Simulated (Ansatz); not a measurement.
# MgS (P6_3mc) in Ansatz: notebook

Runs on MgS. Level: PBEsol. Tasks: single point.

All numbers are computed with Ansatz 0.2.0; they aren't measurements. Logs are shortened: lines on timing, memory, paths and dates and some standing lists are left out, and cuts for length are marked.

## Step 1: Starting point

It takes space group P6_3mc (No. 186, hexagonal). Conventional cell: a = 4.035 Å, b = 4.035 Å, c = 6.432 Å, α = 90.00°, β = 90.00°, γ = 120.00°. S (site symmetry 3m) is surrounded by 4 Mg at 2.45 to 2.47 Å. Around Mg (site symmetry 3m) lie 4 S at 2.45 to 2.47 Å.

The cell comes from a database or a generator and needn't be the stable form of this composition.

## Step 2: Single point, PBEsol, 21.31 Å³/atom (volume scaled by 0.94)

input.yaml

```yaml
crystal:
  lattice:
    - [3.9522600636, 0.0, 0.0]
    - [-1.9761300318, 3.4227576175, 0.0]
    - [0.0, 0.0, 6.3009860259]
  atoms:
    - { symbol: S, position: [0.6666666667, 0.3333333333, 0.87924415] }
    - { symbol: S, position: [0.3333333333, 0.6666666667, 0.37924415] }
    - { symbol: Mg, position: [0.3333333333, 0.6666666667, 0.99575485] }
    - { symbol: Mg, position: [0.6666666667, 0.3333333333, 0.49575485] }
kpoints:
  mp_grid: { grid: [8, 8, 4] }
scf:
  occupations: { method: fermi_dirac, width: 0.05 }
hamiltonian:
  xc: pbesol
  pseudopotentials: { kind: all_electron, lapw: { basis_error: 0.001 } }
output:
  forces: true
  stress: true
  eigenvalues: true
```

Potentials or basis: all-electron LAPW, scalar-relativistic.

Launch:

```console
ansatz run input.yaml --threads 2 --pin off --max-ram 8192MiB --backend cpu --events-out ev --progress --plain --runs-dir out
```

What it wrote:

```text
Warning: RAYON_NUM_THREADS=2 ignored (pool sized by the plan → 2); use --threads N
LAPW: plane waves up to 7.581 Å⁻¹, error target 1.0e-3 eV per atom; small_component_spin mean_spin; Mg in spheres of 1.233 Å, 10 of its electrons in bands, Dirac shells []; S in spheres of 1.164 Å, 14 of its electrons in bands, Dirac shells [] (how accurate: hamiltonian.pseudopotentials.lapw.basis_error, Limitations)
Engine: ansatz 0.2.0, aarch64-unknown-linux-gnu
Pseudopotentials: kind: all_electron
Pseudopotential: S, LAPW, valence charge 14, lapw/all_electron/scalar/gaussian/S, Koelling and Harmon's equation, gaussian nucleus
Pseudopotential: Mg, LAPW, valence charge 10, lapw/all_electron/scalar/gaussian/Mg, Koelling and Harmon's equation, gaussian nucleus
Functional definition: PBEsol
  exchange = pbesol_x
  correlation = pbesol_c
Crystal: 4 atoms, lattice volume = 85.237 Å³
Basis set: ecut = 218.9832146698145 eV, 615 PW (Γ), exchange–correlation at level 2
Bands: 29, of which v1, the nominal top of the filled ones, is band 24 counted from 1 (23 counted from 0)
Symmetry: 12 space group operations
Space group: P63mc (ITA 186), of the structure as read, at distance tolerance 4.4e-5 Å
k-points: 30 of 256 (time reversal used)
Non-local potential: S, projectors of the file, none
Non-local potential: Mg, projectors of the file, none
Initial density: superposition of atomic densities (chi_scale 0.1, normalization cell, long waves kept (reshape's long-wave potential 0.00 eV rms))
Initial wavefunctions: plane waves of lowest kinetic energy (no species holds an atomic orbital)
Functional: x = pbesol(κ = 0.804, μ = 0.12345679012345678), c = pbesol(β = 0.046)
iter 1 solved again at ethr=5.64e-3 eV; its pass at ethr=1.00e-1 eV (dr2=2.71e0 eV) is discarded
SCF iter   1: F=—  HF=-32576.884154 eV  |F-HF|=—  |Δ(HF+E_count)|=         —  Δρ=4.15e-2  dr2=2.71e0  ethr=5.64e-3  ⟨swp⟩=2.0  Hψ=6043  notcnv=0
preconditioner: auto → Resta (q_TF=auto, 2.479 Å⁻¹)  ε∞=3.2  [insulator: Δε(μ)=4.261 eV  Ē_g=10.957 eV  σ=0.050 eV  W_gap=1.00  n_scr=22 (ndim 8)  ℏωp=16.1 eV  f_vac=0.011  D(μ)=0.00/eV (n_scr^D=0)  ε∞_Penn≈3.2]
SCF iter   2: F=—  HF=-32576.019047 eV  |F-HF|=—  |Δ(HF+E_count)|=   8.65e-1  Δρ=1.85e-2  dr2=5.12e-1  ethr=5.64e-3  ⟨swp⟩=2.1  Hψ=2644  notcnv=0
SCF iter   3: F=—  HF=-32575.938373 eV  |F-HF|=—  |Δ(HF+E_count)|=   8.07e-2  Δρ=7.16e-3  dr2=7.45e-2  ethr=1.07e-3  ⟨swp⟩=2.1  Hψ=2640  notcnv=0
iter 4 solved again at ethr=1.66e-6 eV; its pass at ethr=1.55e-4 eV (dr2=7.96e-4 eV) is discarded
SCF iter   4: F=—  HF=-32575.943995 eV  |F-HF|=—  |Δ(HF+E_count)|=         —  Δρ=1.02e-3  dr2=7.93e-4  ethr=1.66e-6  ⟨swp⟩=2.0  Hψ=4414  notcnv=0
the basis was enlarged: its passes take 728.2 KiB over the memory plan, 2 of 2 planned eigensolver slots
SCF iter   5: F=—  HF=-32575.944511 eV  |F-HF|=—  |Δ(HF+E_count)|=   5.17e-4  Δρ=3.00e-4  dr2=1.01e-4  ethr=1.65e-6  ⟨swp⟩=3.0  Hψ=2620  notcnv=0
SCF iter   6: F=—  HF=-32575.944685 eV  |F-HF|=—  |Δ(HF+E_count)|=   1.74e-4  Δρ=1.00e-4  dr2=1.59e-5  ethr=2.11e-7  ⟨swp⟩=3.0  Hψ=2636  notcnv=0
SCF iter   7: F=—  HF=-32575.944706 eV  |F-HF|=—  |Δ(HF+E_count)|=   2.13e-5  Δρ=2.46e-5  dr2=8.00e-7  ethr=3.31e-8  ⟨swp⟩=3.0  Hψ=2702  notcnv=0
SCF iter   8: F=-32575.944707 eV  HF=-32575.944707 eV  |F-HF|=2.19e-8  |Δ(HF+E_count)|=   1.20e-6  Δρ=6.04e-6  dr2=4.47e-8  ethr=1.67e-9  ⟨swp⟩=3.0  Hψ=2715  notcnv=0
SCF 1 converged in 8 iterations: F = -32575.944707 eV  dr2 = 4.47e-8
SCF converged after 8 iterations
Free energy (F): -32575.944707 eV
Harris-Foulkes:  -32575.944707 eV  (|F-HF|=2.19e-8)
Internal energy: -32575.944707 eV  (E = F + TS)
E sigma→0 (E₀):  -32575.944707 eV
Fermi energy:    5.815871 eV
--- Per-component energies (eV) ---
  E_band       = -3234.069677
  E_kinetic    = 32683.230209
  E_xc         = -2235.532415
  E_electrostatic = -63023.642502  (all electrons and nuclei)
  E_smearing   = -0.000000  (= −TS)
  E_closure    = 0.000000  (closes the sum)
  E_atoms      = -32558.189336  (free atoms, spherical and without spin; not in F)
  Σ components = -32575.944707   (vs F -32575.944707, Δ=0.00e0)
  Basis errors (estimates in eV, not in F): energy 5.1e-4 per atom: plane waves 4.6e-4 (2.8e-4 summed), levels above the bands 1.2e-52, relativity 5.3e-9, radial functions 4.2e-5, core shells 1.2e-12; eigenvalues (radial functions only) 1.4e-6; not estimated: angular momenta, meshes, grids; target (lapw.basis_error) 1.0e-3; muffin-tin radii Mg 1.233 Å, S 1.164 Å
--- Forces (eV/Å), atoms counted from 1 ---
  atom   1  S     -0.00000000     0.00000000    -0.03709934
  atom   2  S      0.00000000    -0.00000000    -0.03709934
  atom   3  Mg     0.00000000    -0.00000000     0.03707356
  atom   4  Mg     0.00000000     0.00000000     0.03707356
  max |Σ_I F_I| component: 5.16e-5 eV/Å
--- Stress (GPa, compression-positive) ---
        3.832669       0.000000       0.000000
       -0.000000       3.832669       0.000000
        0.000000       0.000000       3.198823
  P = ⅓ Tr σ = 3.6214 GPa (36.214 kbar)
--- Band table (eV; the first three rows and the last of 30) ---
  k-point 0: bands = ["-198.8145", "-198.8145", "-143.8561", "-143.8561", "-143.8561", "-143.8561", "-143.8542", "-143.8542", "-69.3973", "-69.3971", "-36.3547", "-36.3509", "-36.3482", "-36.3482", "-36.3475", "-36.3475", "-7.6369", "-6.7856", "0.4989", "3.3786", "3.3786", "3.8287", "3.8287", "4.0025", "7.5759", "8.7488", "11.4679", "11.4679", "12.2382"]
  k-point 1: bands = ["-198.8145", "-198.8145", "-143.8561", "-143.8561", "-143.8561", "-143.8561", "-143.8542", "-143.8542", "-69.3972", "-69.3971", "-36.3541", "-36.3514", "-36.3481", "-36.3481", "-36.3476", "-36.3476", "-7.5299", "-6.9322", "0.8962", "3.2369", "3.4406", "3.4406", "3.7588", "3.7588", "8.2874", "8.9086", "11.4148", "11.4148", "11.8527"]
  k-point 2: bands = ["-198.8145", "-198.8145", "-143.8561", "-143.8561", "-143.8561", "-143.8561", "-143.8542", "-143.8542", "-69.3972", "-69.3972", "-36.3528", "-36.3528", "-36.3479", "-36.3479", "-36.3479", "-36.3479", "-7.2503", "-7.2503", "1.9324", "1.9324", "3.5957", "3.5957", "3.5957", "3.5957", "9.0495", "9.0495", "11.6002", "11.6002", "11.6002"]
  k-point 29: bands = ["-198.8145", "-198.8145", "-143.8561", "-143.8561", "-143.8561", "-143.8561", "-143.8542", "-143.8542", "-69.3971", "-69.3971", "-36.3530", "-36.3530", "-36.3497", "-36.3497", "-36.3492", "-36.3492", "-6.6548", "-6.6548", "0.9138", "0.9138", "1.9595", "1.9595", "3.4201", "3.4201", "9.5168", "9.5168", "10.5424", "10.5424", "12.2255"]
```

Wall time 13 s (2 threads of Arm Neoverse V1, shared host); peak memory 0.33 GiB.

What came out:

```yaml
Free_energy: -32575.9447 eV
Pressure: 3.6 GPa
Largest_force: 0.037 eV/Å
Band_gap_on_the_k_mesh: 3.57 eV, direct
```

## Step 3: Single point, PBEsol, 21.76 Å³/atom (volume scaled by 0.96)

Changes to input.yaml since step 2:

```diff
@@ -2,5 +2,5 @@
   lattice:
-    - [3.9522600636, 0.0, 0.0]
-    - [-1.9761300318, 3.4227576175, 0.0]
-    - [0.0, 0.0, 6.3009860259]
+    - [3.980093798, 0.0, 0.0]
+    - [-1.990046899, 3.4468623386, 0.0]
+    - [0.0, 0.0, 6.3453606289]
   atoms:
```

Potentials or basis: all-electron LAPW, scalar-relativistic.

Launch:

```console
ansatz run input.yaml --threads 2 --pin off --max-ram 8192MiB --backend cpu --events-out ev --progress --plain --runs-dir out
```

Wall time 13 s (2 threads of Arm Neoverse V1, shared host); peak memory 0.32 GiB.

The run converged. Its results:

```
Free energy            : -32575.9773 eV
Pressure               : 2.2 GPa
Largest force          : 0.040 eV/Å
Band gap on the k mesh : 3.47 eV, direct
```

## Step 4: Single point, PBEsol, 22.22 Å³/atom (volume scaled by 0.98)

Changes to input.yaml since step 3:

```diff
@@ -2,5 +2,5 @@
   lattice:
-    - [3.980093798, 0.0, 0.0]
-    - [-1.990046899, 3.4468623386, 0.0]
-    - [0.0, 0.0, 6.3453606289]
+    - [4.0075435882, 0.0, 0.0]
+    - [-2.0037717941, 3.4706345542, 0.0]
+    - [0.0, 0.0, 6.3891231196]
   atoms:
```

Launch:

```console
ansatz run input.yaml --threads 2 --pin off --max-ram 8192MiB --backend cpu --events-out ev --progress --plain --runs-dir out
```

Run time: 13 s. Hardware: 2 threads of Arm Neoverse V1, shared host; peak memory 0.32 GiB.

It converged, with:

```
Free energy            : -32575.9942 eV
Pressure               : 0.9 GPa
Largest force          : 0.042 eV/Å
Band gap on the k mesh : 3.37 eV, direct
```

## Step 5: Single point, PBEsol, 22.67 Å³/atom

Changes to input.yaml since step 4:

```diff
@@ -2,5 +2,5 @@
   lattice:
-    - [4.0075435882, 0.0, 0.0]
-    - [-2.0037717941, 3.4706345542, 0.0]
-    - [0.0, 0.0, 6.3891231196]
+    - [4.0346224068, 0.0, 0.0]
+    - [-2.0173112034, 3.494085499, 0.0]
+    - [0.0, 0.0, 6.43229418]
   atoms:
```

Launch:

```console
ansatz run input.yaml --threads 2 --pin off --max-ram 8192MiB --backend cpu --events-out ev --progress --plain --runs-dir out
```

It took 13 s on 2 threads of Arm Neoverse V1, shared host; peak memory 0.32 GiB.

The run converged. Its results:

```yaml
Free_energy: -32575.9970 eV
Pressure: -0.3 GPa
Largest_force: 0.045 eV/Å
Band_gap_on_the_k_mesh: 3.27 eV, direct
```

## Step 6: Single point, PBEsol, 23.12 Å³/atom (volume scaled by 1.02)

Changes to input.yaml since step 5:

```diff
@@ -2,5 +2,5 @@
   lattice:
-    - [4.0346224068, 0.0, 0.0]
-    - [-2.0173112034, 3.494085499, 0.0]
-    - [0.0, 0.0, 6.43229418]
+    - [4.0613425392, 0.0, 0.0]
+    - [-2.0306712696, 3.5172258124, 0.0]
+    - [0.0, 0.0, 6.4748933962]
   atoms:
```

Potentials or basis: all-electron LAPW, scalar-relativistic.

Launch:

```console
ansatz run input.yaml --threads 2 --pin off --max-ram 8192MiB --backend cpu --events-out ev --progress --plain --runs-dir out
```

Wall time 13 s (2 threads of Arm Neoverse V1, shared host); peak memory 0.32 GiB.

Results (log left out):

```yaml
Free_energy: -32575.9870 eV
Pressure: -1.4 GPa
Largest_force: 0.047 eV/Å
Band_gap_on_the_k_mesh: 3.17 eV, direct
```

## Step 7: Single point, PBEsol, 23.58 Å³/atom (volume scaled by 1.04)

Changes to input.yaml since step 6:

```diff
@@ -2,5 +2,5 @@
   lattice:
-    - [4.0613425392, 0.0, 0.0]
-    - [-2.0306712696, 3.5172258124, 0.0]
-    - [0.0, 0.0, 6.4748933962]
+    - [4.0877156323, 0.0, 0.0]
+    - [-2.0438578162, 3.5400655811, 0.0]
+    - [0.0, 0.0, 6.5169393366]
   atoms:
```

Launch:

```console
ansatz run input.yaml --threads 2 --pin off --max-ram 8192MiB --backend cpu --events-out ev --progress --plain --runs-dir out
```

Run time: 13 s. Hardware: 2 threads of Arm Neoverse V1, shared host; peak memory 0.32 GiB.

Results (log left out):

```
Free energy            : -32575.9655 eV
Pressure               : -2.4 GPa
Largest force          : 0.049 eV/Å
Band gap on the k mesh : 3.08 eV, direct
```

## Step 8: Single point, PBEsol, 24.03 Å³/atom (volume scaled by 1.06)

Changes to input.yaml since step 7:

```diff
@@ -2,5 +2,5 @@
   lattice:
-    - [4.0877156323, 0.0, 0.0]
-    - [-2.0438578162, 3.5400655811, 0.0]
-    - [0.0, 0.0, 6.5169393366]
+    - [4.1137527396, 0.0, 0.0]
+    - [-2.0568763698, 3.5626143774, 0.0]
+    - [0.0, 0.0, 6.5584496235]
   atoms:
```

Launch:

```console
ansatz run input.yaml --threads 2 --pin off --max-ram 8192MiB --backend cpu --events-out ev --progress --plain --runs-dir out
```

It took 12 s on 2 threads of Arm Neoverse V1, shared host; peak memory 0.32 GiB.

The run converged. Its results:

* Free energy: -32575.9335 eV
* Pressure: -3.3 GPa
* Largest force: 0.050 eV/Å
* Band gap on the k mesh: 3.00 eV, direct

## Step 9: The reference run

An earlier run on the cell as given: functional PBEsol; potentials or basis all-electron LAPW, scalar-relativistic; cutoff 209 eV (chosen from the basis error); basis error allowed 0.001 eV/atom; k mesh 8 × 8 × 4; occupations fermi-dirac, width 0.05 eV; no spin polarisation.

- Pressure: -0.3 GPa
- Largest force: 0.045 eV/Å
- Band gap on the k mesh: 3.27 eV, direct
- Loewdin charges: S -1.27; Mg +1.41 e
